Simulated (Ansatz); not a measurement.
# Li24F: the cost of one run

Method: DFT PBE, plane waves, PAW, scalar-relativistic, no spin polarisation, in Ansatz 0.2.0.

### 1 The structure to begin with

The cell holds 25 atoms (FLi24): a = 6.980 Å, b = 9.067 Å, c = 18.403 Å, α = 90.00°, β = 90.00°, γ = 54.74°.

Its coordinates follow in the input file.

### 2 End point A

input.yaml reads:

```yaml
crystal:
  lattice:
    - [6.98, 0.0, 0.0]
    - [5.235, 7.403408, 0.0]
    - [0.0, 0.0, 18.403408]
  atoms:
    - { symbol: Li, position: [-0.25, 0.3333333, 0.0543378] }
    - { symbol: Li, position: [0.25, 0.3333333, 0.0543378] }
    - { symbol: Li, position: [-0.25, 0.6666667, 0.0543378] }
    - { symbol: Li, position: [0.25, 0.6666667, 0.0543378] }
    - { symbol: Li, position: [-0.25, 1.0, 0.0543378] }
    - { symbol: Li, position: [0.25, 1.0, 0.0543378] }
    - { symbol: Li, position: [0.0, 0.0, 0.1884326] }
    - { symbol: Li, position: [0.5, 0.0, 0.1884326] }
    - { symbol: Li, position: [0.0, 0.3333333, 0.1884326] }
    - { symbol: Li, position: [0.5, 0.3333333, 0.1884326] }
    - { symbol: Li, position: [0.0, 0.6666667, 0.1884326] }
    - { symbol: Li, position: [0.5, 0.6666667, 0.1884326] }
    - { symbol: Li, position: [-0.25, 0.3333333, 0.3225275] }
    - { symbol: Li, position: [0.25, 0.3333333, 0.3225275] }
    - { symbol: Li, position: [-0.25, 0.6666667, 0.3225275] }
    - { symbol: Li, position: [0.25, 0.6666667, 0.3225275] }
    - { symbol: Li, position: [-0.25, 1.0, 0.3225275] }
    - { symbol: Li, position: [0.25, 1.0, 0.3225275] }
    - { symbol: Li, position: [0.0, 0.0, 0.4566224] }
    - { symbol: Li, position: [0.5, 0.0, 0.4566224] }
    - { symbol: Li, position: [0.0, 0.3333333, 0.4566224] }
    - { symbol: Li, position: [0.5, 0.3333333, 0.4566224] }
    - { symbol: Li, position: [0.0, 0.6666667, 0.4566224] }
    - { symbol: Li, position: [0.5, 0.6666667, 0.4566224] }
    - { symbol: F, position: [0.1547643, 0.1085466, 0.5066131] }
basis:
  ecutwfc: 420.0
kpoints:
  mp_grid: { grid: [3, 2, 1] }
hamiltonian:
  xc: pbe
scf:
  occupations: { method: fermi_dirac, width: 0.1 }
  lower_state_search: "off"
relax:
  f_tol: 0.03
  max_steps: 60
  adjacent_minimum: "off"
  constraints: [{ sites: [0, 1, 2, 3, 4, 5] }]
output:
  write_density: true
  write_potential: true
  elf: true
  volumetric_format: npy
```

The run is started by

```sh
ansatz run input.yaml --threads 2 --pin off --max-ram 5120MiB --backend cpu --events-out ev --progress --plain --runs-dir out
```

What time and memory should one allow on 2 threads of Arm Neoverse V1, shared host?

About 68 s, with a peak of 1.1 GiB.
